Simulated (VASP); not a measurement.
The system is ZrS2.

```
Zr S
1.0
     3.69138    0.00000    0.00000
    -1.84569    3.19683    0.00000
     0.00000    0.00000    6.04108
Zr S
1 2
Direct
  0.00000 0.00000 0.00000
  0.33333 0.66667 0.23791
  0.66667 0.33333 0.76209
```

The cell is a database's computed one.

Base run:

| Item | Value |
| --- | --- |
| Program | VASP 6.6.1 |
| Functional | PBEsol |
| Potentials or basis | VASP PAW PBE potentials, release 64 (Zr_sv, S) |
| Cutoff | 520 eV |
| k mesh | 8 × 8 × 6 |
| Occupations | gaussian, width 0.02 eV |
| Spin | no spin polarisation |

Its results: band gap on the k mesh 0.96 eV, indirect (least direct gap 1.59 eV).

Question: After a change of settings the same cell gave: band gap on the k mesh 1.58 eV, indirect (least direct gap 2.07 eV). Which change was it?
A. functional from PBEsol to LDA; potentials or basis from VASP PAW PBE potentials, release 64 (Zr_sv, S) to VASP PAW LDA potentials, release 64 (Zr_sv, S)
B. functional from PBEsol to r2SCAN
C. functional from PBEsol to TB-mBJ

Answer: C.

Runs at the PBE level aren't shown here.
